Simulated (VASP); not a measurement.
# MgS (F-43m) in VASP: a series of runs

Runs on MgS. Level: LDA. Tasks: single point, relaxation of cell and atoms.

Everything below comes from runs of VASP 6.6.1. Logs are shortened: lines on timing, memory, paths and dates and some standing lists are left out, and cuts for length are marked.

## 1. The structure

It takes space group F-43m (No. 216, cubic). The conventional cell has a = 5.594 Å, b = 5.594 Å, c = 5.594 Å, α = 90.00°, β = 90.00°, γ = 90.00°. Around Mg (site symmetry -43m) lie 4 S at 2.42 Å. S (site symmetry -43m) has 4 Mg at 2.42 Å as nearest neighbours.

The cell was built by a generator and needn't be a form met in nature.

## 2. Single point, LDA

Contents of INCAR:

```
  PREC = Accurate
  ENCUT = 520
  EDIFF = 1E-7
  ISMEAR = 0
  SIGMA = 0.02
  LREAL = F
  LASPH = T
  NELM = 100
  ALGO = Normal
  ISIF = 2
  LWAVE = F
  LCHARG = F
  NBANDS = 11
```

Contents of KPOINTS:

```
Automatic mesh
0
Gamma
  8 8 8
```

Contents of POSCAR:

```
MgS
1.0
    0.0000000000      2.7969475118      2.7969475118
    2.7969475118      0.0000000000      2.7969475118
    2.7969475118      2.7969475118      0.0000000000
Mg S
1 1
Direct
    0.0000000000      0.0000000000      0.0000000000
    0.2500000000      0.2500000000      0.2500000000
```

Potentials or basis: VASP PAW LDA potentials, release 64 (Mg, S).

On the command line:

```sh
> cat potpaw_LDA.64/Mg/POTCAR potpaw_LDA.64/S/POTCAR > POTCAR
> mpirun -np 1 vasp_std > vasp.out
```

OUTCAR:

```text
PREC = Accurate
   ENCUT = 520
   EDIFF = 1E-7
   ISMEAR = 0
   LREAL = F
   LASPH = T
   NELM = 100
   ISIF = 2

 ion  position               nearest neighbor table
   1  0.000  0.000  0.000-   2 2.42   2 2.42   2 2.42   2 2.42
   2  0.250  0.250  0.250-   1 2.42   1 2.42   1 2.42   1 2.42

  LATTYP: Found a face centered cubic cell.
 ALAT       =     5.5938950236

  Lattice vectors:

 A1 = (   0.0000000000,   2.7969475118,   2.7969475118)
 A2 = (   2.7969475118,   0.0000000000,   2.7969475118)
 A3 = (   2.7969475118,   2.7969475118,   0.0000000000)

Analysis of symmetry for initial positions (statically):
=====================================================================
 Subroutine PRICEL returns:
 Original cell was already a primitive cell.

 Routine SETGRP: Setting up the symmetry group for a
 face centered cubic supercell.

 Subroutine GETGRP returns: Found 24 space group operations
 (whereof 24 operations were pure point group operations)
 out of a pool of 48 trial point group operations.

The static configuration has the point symmetry T_d .

Analysis of symmetry for dynamics (positions and initial velocities):
=====================================================================
 Subroutine PRICEL returns:
 Original cell was already a primitive cell.

 Routine SETGRP: Setting up the symmetry group for a
 face centered cubic supercell.

 Subroutine GETGRP returns: Found 24 space group operations
 (whereof 24 operations were pure point group operations)
 out of a pool of 48 trial point group operations.

The dynamic configuration has the point symmetry T_d .

 Subroutine INISYM returns: Found 24 space group operations
 (whereof 24 operations are pure point group operations),
 and found     1 'primitive' translations

----------------------------------------------------------------------------------------

                                     Primitive cell

  volume of cell :      43.7606

  direct lattice vectors                    reciprocal lattice vectors
     0.000000000  2.796947512  2.796947512    -0.178766315  0.178766315  0.178766315
     2.796947512  0.000000000  2.796947512     0.178766315 -0.178766315  0.178766315
     2.796947512  2.796947512  0.000000000     0.178766315  0.178766315 -0.178766315

  length of vectors
     3.955481104  3.955481104  3.955481104     0.309632340  0.309632340  0.309632340

  position of ions in fractional coordinates (direct lattice)
[... 88 lines left out ...]
   TEBEG  =    0.0;   TEEND  =   0.0 temperature during run
   PSTRESS=    0.0 pullay stress
   NELECT =       8.0000    total number of electrons
   NUPDOWN=      -1.0000    fix difference up-down
   EMIN   =  10.00;   EMAX   =-10.00  energy-range for DOS
   EFERMI =   0.00;   METHOD = LEGACY
   ISMEAR =     0;   SIGMA  =   0.02  broadening in eV -4-tet -1-fermi 0-gaus
   EFERMI_NEDOS =   21; number of points for ismear=-14 and -15
   IALGO  =     38    algorithm
   IMIX   =      4    mixing-type and parameters
     AMIX     =   0.40;   BMIX     =  1.00
     AMIX_MAG =   1.60;   BMIX_MAG =  1.00
  volume/ion in A,a.u.               =      21.88       147.66
  Fermi-wavevector in a.u.,A,eV,Ry     =   0.929131  1.755804 11.745710  0.863285
  Thomas-Fermi vector in A             =   2.055382
   LORBIT       =      0    0 simple, 1 ext, 2 COOP (PROOUT), +10 PAW based schemes
   GGA     = CA    functional components
   LHFCALC =     F    Hartree Fock is set to
   AEXX    =    0.0000 exact exchange contribution
   IVDW    =     0    specifies the selected vdW correction
   LEPSILON=     F    determine dielectric tensor
   LRPA    =     F    only Hartree local field effects (RPA)
 non-spin polarized calculation
 Gauss-broadening in eV      SIGMA  =   0.02
  energy-cutoff  :      520.00
  volume of cell :       43.76
 maximum number of plane-waves:      1243
 NGX is ok and might be reduce to    30
   NGX = 15   NGY = 15   NGZ = 15

 number of electron       8.0000000 magnetization

 Free energy of the ion-electron system (eV)
  ---------------------------------------------------
  ext. energy  EPLUGINS =         0.00000000
  ---------------------------------------------------
  free energy    TOTEN  =        -9.39358262 eV

  energy without entropy =       -9.39358262  energy(sigma->0) =       -9.39358262

 E-fermi :   1.2786     XC(G=0):  -8.8998

 val. band max:        1.1267503749   @ k =   0.0000   0.0000   0.0000
 cond. band min:       4.5034789758   @ k =   0.0000   0.0000   0.0000
 fundamental gap:      3.3767286009
 Fermi energy:         1.2785593527

 k-point     1 :       0.0000    0.0000    0.0000
  band No.  band energies     occupation
      1     -10.2348      2.00000
      2       1.1268      2.00000
      3       1.1268      2.00000
      4       1.1268      2.00000
      5       4.5035      0.00000
      6       8.9861      0.00000
      7       8.9861      0.00000
      8       8.9861      0.00000
      9      11.9432      0.00000
     10      11.9432      0.00000
     11      14.7804      0.00000
[... 309 lines left out ...]
 k-point    24 :      -0.3750    0.2500    0.1250
  band No.  band energies     occupation
      1      -9.3529      2.00000
      2      -1.8354      2.00000
      3      -0.2641      2.00000
      4       0.4329      2.00000
      5       7.0339      0.00000
      6       7.5269      0.00000
      7       9.8701      0.00000
      8       9.9055      0.00000
      9      12.5180      0.00000
     10      13.9614      0.00000
     11      15.4398      0.00000

 [... further k-points ...]

------------------------ aborting loop because EDIFF is reached ----------------------------------------

  FORCE on cell =-STRESS in cart. coord.  units (eV):
  Direction    XX          YY          ZZ          XY          YZ          ZX
  --------------------------------------------------------------------------------------
  -------------------------------------------------------------------------------------
  Total       -0.0943931     -0.0943931     -0.0943931      0.0000000     -0.0000000      0.0000000
  in kB       -3.4559521     -3.4559521     -3.4559521      0.0000000     -0.0000000      0.0000000
  external PRESSURE =      -3.4559521 kB  Pullay stress =       0.0000000 kB

 VOLUME and BASIS-vectors are now :
 -----------------------------------------------------------------------------
  energy-cutoff  :      520.00
  volume of cell :       43.76
      direct lattice vectors                 reciprocal lattice vectors
     0.000000000  2.796947512  2.796947512    -0.178766315  0.178766315  0.178766315
     2.796947512  0.000000000  2.796947512     0.178766315 -0.178766315  0.178766315
     2.796947512  2.796947512  0.000000000     0.178766315  0.178766315 -0.178766315

 POSITION                                       TOTAL-FORCE (eV/Angst)
 -----------------------------------------------------------------------------------
      0.00000      0.00000      0.00000         0.000000      0.000000      0.000000
      1.39847      1.39847      1.39847        -0.000000     -0.000000     -0.000000
 -----------------------------------------------------------------------------------
    total drift:                                0.000000      0.000000      0.000000

  FREE ENERGIE OF THE ION-ELECTRON SYSTEM (eV)
  ---------------------------------------------------
  free  energy   TOTEN  =        -9.3935826214 eV

  energy  without entropy=       -9.3935826214  energy(sigma->0) =       -9.39358262
```

stdout:

```text
POSCAR found type information on POSCAR MgS
 POSCAR found :  2 types and       2 ions
 scaLAPACK will be used
 LDA part: xc-table for (Slater(with rela. corr.)+CA(PZ))
 , standard interpolation
 POSCAR, INCAR and KPOINTS ok, starting setup
 FFT: planning ... GRIDC
 FFT: planning ... GRID_SOFT
 FFT: planning ... GRID
 WAVECAR not read
 entering main loop
```

Run time: 7 s. Hardware: 1 thread of AMD EPYC 9R45 (Zen 5), shared host; peak memory 0.12 GiB.

Results:

```
Free energy            : -9.3936 eV
Pressure               : -0.3 GPa
Band gap on the k mesh : 3.38 eV, direct
```

Levels at points of the mesh, in eV from the valence-band top:
| k point | band 2 | band 3 | band 4 | band 5 | band 6 | band 7 |
| --- | --- | --- | --- | --- | --- | --- |
| (0.00, 0.00, 0.00) | 0.00 | 0.00 | 0.00 | 3.38 | 7.86 | 7.86 |
| (0.50, 0.00, 0.00) | -3.34 | -0.35 | -0.35 | 5.00 | 7.51 | 7.51 |
| (0.50, 0.50, 0.00) | -2.99 | -1.10 | -1.10 | 3.63 | 5.48 | 11.24 |

A k mesh can miss the band edges. As with any semilocal functional, this LDA gap is likely too small.

## 3. Relaxation of cell and atoms, LDA

This run uses another cell than the first one, of 22.67 Å³/atom, 1.036 times its volume.

Contents of INCAR:

```
PREC = Accurate
ENCUT = 600
EDIFF = 1E-7
ISMEAR = 0
SIGMA = 0.02
LREAL = False
LASPH = True
NELM = 100
ALGO = Normal
ISIF = 3
LWAVE = False
LCHARG = False
GGA = CA
IBRION = 2
NSW = 100
EDIFFG = -0.002
```

KPOINTS is that of step 2.

Contents of POSCAR:

```
MgS
1.0
    0.0000000000      2.8300000000      2.8300000000
    2.8300000000      0.0000000000      2.8300000000
    2.8300000000      2.8300000000      0.0000000000
Mg S
1 1
Direct
    0.0000000000      0.0000000000      0.0000000000
    0.2500000000      0.2500000000      0.2500000000
```

Potentials or basis: VASP PAW LDA potentials, release 64 (Mg, S).

On the command line:

```sh
> cat potpaw_LDA.64/Mg/POTCAR potpaw_LDA.64/S/POTCAR > POTCAR
> mpirun -np 1 vasp_std > vasp.out
```

It took 12 s on 1 thread of AMD EPYC 9R45 (Zen 5), shared host; peak memory 0.14 GiB.

The run converged. Its results:

| Quantity | Value |
| --- | --- |
| Free energy | -9.3942 eV |
| Relaxed volume | 21.77 Å³/atom |
| Relaxed cell | a = 3.949 Å, b = 3.949 Å, c = 3.949 Å, α = 60.00°, β = 60.00°, γ = 60.00° |
| Space group after relaxing (to 0.05 Å) | F-43m (No. 216) |
| Energy gained by relaxing | 6.7 meV/atom |
| Ionic steps | 3 |
| Pressure after relaxing | 0.0 GPa |
| Band gap on the k mesh | 3.40 eV, direct |

The path:
```csv
step,energy change (eV),largest force (eV/Å),pressure (GPa),volume (Å³)
1,0.0000,0.0000,-2.33,45.33
2,-0.0129,0.0000,0.50,43.20
3,-0.0135,0.0000,0.00,43.54
```

Final structure:
```yaml
crystal:
  lattice:
    - [0.00000, 2.79220, 2.79220]
    - [2.79220, 0.00000, 2.79220]
    - [2.79220, 2.79220, 0.00000]
  atoms:
    - { symbol: Mg, position: [0.00000, 0.00000, 0.00000] }
    - { symbol: S, position: [0.25000, 0.25000, 0.25000] }
```

Levels at points of the mesh, in eV from the valence-band top:
```tsv
k point	band 1	band 2	band 3	band 4	band 5	band 6	band 7	band 8
(0.00, 0.00, 0.00)	-11.38	0.00	0.00	0.00	3.40	7.87	7.87	7.87
(0.50, 0.00, 0.00)	-10.61	-3.36	-0.35	-0.35	5.02	7.52	7.52	8.57
(0.50, 0.50, 0.00)	-10.36	-3.00	-1.11	-1.11	3.62	5.48	11.29	12.34
```

A k mesh can miss the band edges. Expect the measured gap to be larger: semilocal functionals such as LDA lack the derivative discontinuity.

(Continued in part 2 of 2.)
